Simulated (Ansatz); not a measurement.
A trial cell of B, before relaxation:

```xyz
3
Lattice="2.1685 0.0000 0.0000 -0.9614 2.0089 0.0000 -0.6258 -0.9125 5.3031" Properties=species:S:1:pos:R:3 pbc="T T T"
B     0.3483    1.1835    1.7779
B     0.2330   -0.0871    3.5252
B     0.0000    0.0000    0.0000
```

Method: DFT PBE, scalar-relativistic, plane waves, PAW (Ansatz). Cutoff 420 eV, Gaussian smearing, Γ-centred meshes. Cell and atoms relax first on a coarse mesh and then on a finer one. In between, the cell is made exact in the group found at 0.06 Å. In metals the finer mesh still leaves noise of several meV/atom or more. The steps can't lower the symmetry of their start. No spin polarisation.

A guess keeps its type if space group and coordination stay and the shape of the cell changes little (axis ratios within about 15 %, angles within 6°); the volume may change.

Problem. Will the relaxed cell still be of the starting type?

Solution. It doesn't keep its type. The symmetry goes from P-1 (No. 2) to Cmmm (No. 65). The volume per atom shrinks by 7.2 %, from 7.7 to 7.1 Å³. The shortest distance goes from 2.14 Å (B–B) to 1.76 Å (B–B). Counting neighbours within 15 % of an atom's shortest distance, the start has B 12 and the end B 6. In detail, at the end around B on a site of symmetry m2m lie 4 B at 1.76–1.77 Å and 2 B at 1.88 Å; around B on a site of symmetry mmm lie 4 B at 1.76 Å and 2 B at 1.88 Å.

```cif
data_structure
_symmetry_space_group_name_H-M 'Cmmm'
_symmetry_Int_Tables_number 65
_cell_length_a 2.8123
_cell_length_b 8.0890
_cell_length_c 1.8844
_cell_angle_alpha 90.000
_cell_angle_beta 90.000
_cell_angle_gamma 90.000
_cell_volume 42.87
loop_
_atom_site_label
_atom_site_type_symbol
_atom_site_symmetry_multiplicity
_atom_site_Wyckoff_symbol
_atom_site_fract_x
_atom_site_fract_y
_atom_site_fract_z
_atom_site_occupancy
B1 B 4 j 0.50000 0.31666 0.50000 1
B2 B 2 a 0.00000 0.00000 0.00000 1
```

Energies count from the standard state of B at the same level.

Problem. At what energy does it end?

Solution. +0.50 eV/atom. It lies above the standard state, so it could only be metastable.

The last run used an 18×18×24 mesh (in the run's order of axes) for its 3-atom cell and Gaussian smearing of 0.10 eV. Symmetry constrained the relaxation, so the result can be a saddle point.
